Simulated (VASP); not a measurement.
Runs of VASP 6.6.1 on MnS. It takes space group Fm-3m (No. 225, cubic). Conventional cell: a = 4.699 Å, b = 4.699 Å, c = 4.699 Å, α = 90.00°, β = 90.00°, γ = 90.00°. Mn (site symmetry m-3m) is surrounded by 6 S at 2.35 Å. Around S (site symmetry m-3m) lie 6 Mn at 2.35 Å. 

| cell | target pressure | gap on the mesh (eV) | pressure (GPa) | moment (μB) |
| --- | --- | --- | --- | --- |
| relaxed to 30 GPa | 30 GPa | none | 30.0 | 2.94 |
| relaxed to 40 GPa | 40 GPa | none | 40.0 | 2.80 |
| relaxed to 20 GPa | 20 GPa | none | 20.0 | 3.44 |
| relaxed to 4.8 GPa | 4.8 GPa | none | 4.8 | (a) |

Alike in all rows: task relaxation of cell and atoms; level PBE; potentials or basis VASP PAW PBE potentials, release 64 (Mn_pv, S); spin collinear, ferromagnetic start; k mesh 14 × 14 × 14; cutoff (eV) 350; smearing gaussian 0.1 eV.

Task: Fill in the values left out.

Result: (a) 4.27.

Caveats: the cell is relaxed towards a set pressure, so the enthalpy falls and the energy may rise; a cell with one magnetic atom can't hold antiferromagnetic order, which such compounds often take; semilocal functionals often make such compounds metallic where correlation or magnetic order opens a gap, which also shifts bond lengths.

A gap of «none» marks a metal or a gap under the smearing width.
